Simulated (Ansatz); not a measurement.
## Choice of functional: H

```yaml
crystal:
  lattice:
    - [-1.69153, 1.69153, 2.05847]
    - [1.69153, -1.69153, 2.05847]
    - [1.69153, 1.69153, -2.05847]
  atoms:
    - { symbol: H, position: [0.90986, 0.90986, 0.00000] }
    - { symbol: H, position: [0.09014, 0.09014, 0.00000] }
```

Atoms are numbered in the order listed.

The cell is the one relaxed in the Materials Project (mp-632291), not relaxed further here; entries there can be hypothetical.

One fixed cell is solved with several functionals by frozen-core PAW in Ansatz 0.2.0, scalar-relativistically. A positive pressure means that the functional wants a larger cell.

The PAW files were made with PBE; their cores are remade for each functional.

Sampling and basis: a Γ-centred 12×12×12 k mesh, Fermi–Dirac smearing of 0.01 eV, cutoff 500 eV, no spin polarisation; the PAW files were made with PBE, and the program remakes their frozen cores for this functional.

Cutoffs: r²SCAN 500 eV, LDA 420 eV, PBEsol 420 eV, PBE 420 eV.

```csv
setting,P (GPa),gap over the k mesh and a high-symmetry path (eV),Vzz H2 (10²¹ V/m²),"lowest level at Γ above −25 eV, from the valence-band top or, without a gap, the Fermi level (eV)"
r²SCAN,0.21,9.65,3.29,-2.39
LDA,?,8.30,3.45,-2.57
PBEsol,1.15,?,3.39,-2.43
PBE,0.86,8.94,3.32,-2.37
```

**Question.** Fill in "P (GPa)" for the row "LDA".

**Answer.** 0.93.

**Question.** What belongs in the row "PBEsol", column "gap over the k mesh and a high-symmetry path (eV)"?

**Answer.** 8.75.
